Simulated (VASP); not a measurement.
Crystal: Li2Se.

```xyz
3
Lattice="0.0000 3.0025 3.0025 3.0025 0.0000 3.0025 3.0025 3.0025 0.0000" Properties=species:S:1:pos:R:3 pbc="T T T"
Se    0.0000    0.0000    0.0000
Li    4.5038    4.5038    4.5038
Li    1.5012    1.5012    1.5012
```

Base run:

- Program: VASP 6.6.1
- Functional: revPBE
- Potentials or basis: VASP PAW PBE potentials, release 64 (Se, Li_sv)
- Cutoff: 520 eV
- k mesh: 8 × 8 × 8
- Occupations: fermi-dirac, width 0.05 eV
- Spin: no spin polarisation

Its results: band gap on the k mesh 3.08 eV, indirect (least direct gap 3.52 eV).

Question: The run is repeated on the same cell with these changes: functional from revPBE to r2SCANh; k mesh from 8 × 8 × 8 to 4 × 4 × 4. What comes out?

Answer: Band gap on the k mesh 4.00 eV, indirect (least direct gap 4.67 eV).

Several settings changed at once, so the effect can't be laid on one alone.

Caveats: some runs use coarse meshes.

Not every run made on this cell is shown here.
